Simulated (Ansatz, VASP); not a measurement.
As: VASP beside Ansatz

File POSCAR:

```
As
1.0
    1.8424025153      1.0637115881      3.4423263150
   -1.8424025153      1.0637115881      3.4423263150
    0.0000000000     -2.1274231763      3.4423263150
As
2
Direct
    0.2260000000      0.2260000000      0.2260000000
    0.7740000000      0.7740000000      0.7740000000
```

The input INCAR.step1:

```
  PREC = Accurate
  ENCUT = 520
  ISMEAR = -1
  SIGMA = 0.05
  LREAL = False
  LASPH = True
  NELM = 100
  NBANDS = 12
  GGA = PE
  ALGO = Normal
  EDIFF = 1E-4
  LWAVE = True
  LCHARG = False
```

INCAR.step2

```
  PREC = Accurate
  ENCUT = 520
  EDIFF = 1E-6
  ISMEAR = -1
  SIGMA = 0.05
  LREAL = False
  LASPH = True
  NELM = 100
  ALGO = Normal
  ISIF = 2
  LWAVE = False
  LCHARG = False
  METAGGA = R2SCAN
  LMIXTAU = True
  NBANDS = 12
  ISTART = 1
```

KPOINTS

```
regular mesh
0
Gamma
  9 9 9
```

Contents of input.yaml:

```yaml
crystal:
  lattice:
    - [1.8424025153, 1.0637115881, 3.442326315]
    - [-1.8424025153, 1.0637115881, 3.442326315]
    - [0.0, -2.1274231763, 3.442326315]
  atoms:
    - { symbol: As, position: [0.226, 0.226, 0.226] }
    - { symbol: As, position: [0.774, 0.774, 0.774] }
hamiltonian:
  xc: r2scan
  pseudopotentials: { kind: paw }
kpoints:
  mp_grid: { grid: [9, 9, 9] }
scf:
  occupations: { method: fermi_dirac, width: 0.05 }
output:
  forces: true
  stress: true
  eigenvalues: true
```

Alike in both runs: task single point; functional r2SCAN; k mesh 9 × 9 × 9; occupations fermi-dirac, width 0.05 eV; no spin polarisation.

|  | VASP | Ansatz |
| --- | --- | --- |
| version | VASP 6.6.1 | Ansatz 0.2.0 |
| potentials or method | VASP PAW PBE potentials, release 64 (As) | Ansatz PAW |
| plane-wave cutoff (eV) | 520 | 500 |
| valence electrons in the cell | 10 | 30 |

|  | VASP | Ansatz | Ansatz less VASP |
| --- | --- | --- | --- |
| gap on the k mesh at the Fermi level (eV) | none | none | - |
| pressure (GPa) | 7.8 | 7.6 | -0.17 |
| largest component of the traceless stress (GPa) | 1.10 | 1.03 | -0.063 |
| rms of the force components (eV/Å) | 0.373 | 0.342 | -0.0317 |

Atom by atom the forces differ by 0.032 eV/Å (rms over components). A gap of «none» marks a metal or a gap that the smearing closes. The two sets of potentials don't hold the same shells in valence.

Caveats: the PAW data sets were made with another functional, which shifts forces and pressure a little (VASP); the PAW data sets come from PBE, with cores solved anew for the run's functional, which leaves a small shift of forces and pressure (Ansatz).
